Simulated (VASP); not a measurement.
Write the native input for VASP 6.6.1 that does the following.

| Item | Value |
| --- | --- |
| Task | relaxation of cell and atoms |
| Functional | PBE |
| Potentials or basis | VASP PAW PBE potentials, release 64 (Sn_d, O) |
| Cutoff | 520 eV |
| k mesh | 8 × 8 × 6 |
| Occupations | gaussian, width 0.02 eV |
| Spin | no spin polarisation |
| Further INCAR settings | ALGO = Fast; EDIFF = 1e-06; IBRION = 2; EDIFFG = -0.003; NSW = 60; ISIF = 3 |

The structure of SnO lies in POSCAR:

```
SnO
1.0
    3.8020000000      0.0000000000      0.0000000000
    0.0000000000      3.8020000000      0.0000000000
    0.0000000000      0.0000000000      4.8360000000
Sn O
2 2
Direct
    0.0000000000      0.5000000000      0.2385000000
    0.5000000000      0.0000000000      0.7615000000
    0.0000000000      0.0000000000      0.0000000000
    0.5000000000      0.5000000000      0.0000000000
```

These files were run (other wordings do the same):

INCAR

```
ALGO = Fast
EDIFF = 1E-6
EDIFFG = -0.003
ENCUT = 520
GGA = PE
IBRION = 2
ISIF = 3
ISMEAR = 0
LASPH = True
LCHARG = False
LREAL = False
LWAVE = False
NELM = 60
NSW = 60
PREC = Accurate
SIGMA = 0.02
```

KPOINTS

```
k-points
0
Gamma
  8 8 6
```

Potentials or basis: VASP PAW PBE potentials, release 64 (Sn_d, O).

Run with:

```sh
$ cat potpaw_PBE.64/Sn_d/POTCAR potpaw_PBE.64/O/POTCAR > POTCAR
$ mpirun -np 1 vasp_std > vasp.out
```

It gave:

| Property | Result |
| --- | --- |
| Relaxed volume | 18.79 Å³/atom |
| Relaxed cell | a = 3.869 Å, b = 3.869 Å, c = 5.023 Å, α = 90.00°, β = 90.00°, γ = 90.00° |
| Space group after relaxing (to 0.05 Å) | P4/nmm (No. 129) |
| Energy gained by relaxing | 12.7 meV/atom |
| Ionic steps | 29 |
| Pressure after relaxing | 0.0 GPa |
| Band gap on the k mesh | 0.43 eV, indirect (least direct gap 1.94 eV) |

Caveat: spin-orbit coupling is left out, which moves the levels of the heavy elements.

Run time: 11 min on 1 thread of Intel(R) Xeon(R) Platinum 8488C (Sapphire Rapids), on a shared host, peak memory 0.24 GiB.
